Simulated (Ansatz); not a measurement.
A run of Ansatz 0.2.0:

input.yaml

```yaml
crystal:
  lattice:
    - [-1.582803, 1.545154, 1.598013]
    - [1.563238, -1.561182, 1.594477]
    - [1.607756, 1.586135, -1.614042]
  atoms:
    - { symbol: W, position: [0.0, 0.0, 0.0], spin: 0.5 }
hamiltonian:
  xc: pbesol
  pseudopotentials: { kind: paw, source: jth, xc_functional: pbe }
  dispersion: d3bj
  hubbard: { sites: [{ species: W, l: d, u_eff: 6.0 }], double_counting: amf }
magnetization:
  spin_polarized: true
kpoints:
  mp_grid: { grid: [9, 9, 9] }
scf:
  occupations: { method: fermi_dirac, width: 0.15 }
  lower_state_search: standard
output:
  forces: true
  stress: true
  eigenvalues: true
  bader: true
  populations: true
```

Potentials or basis: JTH PAW.

The run is started by

```sh
$ ansatz run input.yaml --threads 1 --pin off --max-ram 2560MiB --backend cpu --events-out ev --progress --plain --runs-dir out
```

Hardware: 1 thread of Arm Neoverse V1, on a shared host.

Problem. How long does it take, and how much memory?

Solution. Wall time 2.9 min on 1 thread of Arm Neoverse V1, on a shared host, peak memory 1.1 GiB. Counts: scf iterations 33, plane waves 1651, k points 365, bands 12.
